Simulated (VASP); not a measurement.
**From an Ansatz input to VASP: ZnSe (strained zincblende)**

Ansatz input

```yaml
crystal:
  lattice:
    - [0.0, 2.8324206844, 2.8040964775]
    - [2.8324206844, 0.0, 2.8040964775]
    - [2.8324206844, 2.8324206844, 0.0]
  atoms:
    - { symbol: Zn, position: [0.0, 0.0, 0.0] }
    - { symbol: Se, position: [0.25, 0.25, 0.25] }
kpoints:
  mp_grid: { grid: [8, 8, 8] }
  band_path:
    path:
      - [0.0, 0.0, 0.0]
      - [-0.5, -0.5, 0.0]
      - [-0.375, -0.375, 0.25]
      - [-0.375, 0.0, 0.375]
      - [0.0, 0.0, 0.5]
      - [-0.5, -0.25, 0.25]
    npoints: 1
hamiltonian:
  xc: pbe
scf:
  occupations: { method: fermi_dirac, width: 0.02 }
  n_extra_bands: 4
output:
  forces: true
  stress: true
  eigenvalues: true
```

Problem. Write VASP inputs for this cell and level of theory.

Solution. 

INCAR

```
LASPH = .TRUE.
PREC = Accurate
NSW = 0
NBANDS = 16
ENCUT = 520
LREAL = .FALSE.
LCHARG = .FALSE.
SIGMA = 0.02
IBRION = -1
ISMEAR = -1
GGA = PE
ISIF = 2
NELM = 120
EDIFF = 1E-7
LWAVE = .FALSE.
```

KPOINTS

```
KPOINTS created by Atomic Simulation Environment
0
Gamma
8 8 8
0 0 0
```

KPOINTS_OPT

```
special points
6
Reciprocal
0.0000000000 0.0000000000 0.0000000000 1
-0.5000000000 -0.5000000000 0.0000000000 1
-0.3750000000 -0.3750000000 0.2500000000 1
-0.3750000000 0.0000000000 0.3750000000 1
0.0000000000 0.0000000000 0.5000000000 1
-0.5000000000 -0.2500000000 0.2500000000 1
```

POSCAR

```
Zn Se
 1.0000000000000000
     0.0000000000000000    2.8324206844000002    2.8040964774999999
     2.8324206844000002    0.0000000000000000    2.8040964774999999
     2.8324206844000002    2.8324206844000002    0.0000000000000000
 Zn  Se
   1   1
Cartesian
  0.0000000000000000  0.0000000000000000  0.0000000000000000
  1.4162103421999999  1.4162103421999999  1.4020482387499997
```

VASP ran with the recommended PBE PAW datasets (18 valence electrons in the cell). Other inputs would serve too.

```json
{"": "gap between bands v and c", "Ansatz": "1.31 eV", "VASP": "1.31 eV"}
{"": "least direct gap", "Ansatz": "1.31 eV", "VASP": "1.31 eV"}
{"": "pressure", "Ansatz": "2.9 GPa", "VASP": "3.1 GPa"}
```

The two codes use different PAW datasets and cutoffs. VASP's cell holds 18 valence electrons and Ansatz's 28. Ansatz's stress includes a Pulay correction; VASP's doesn't.
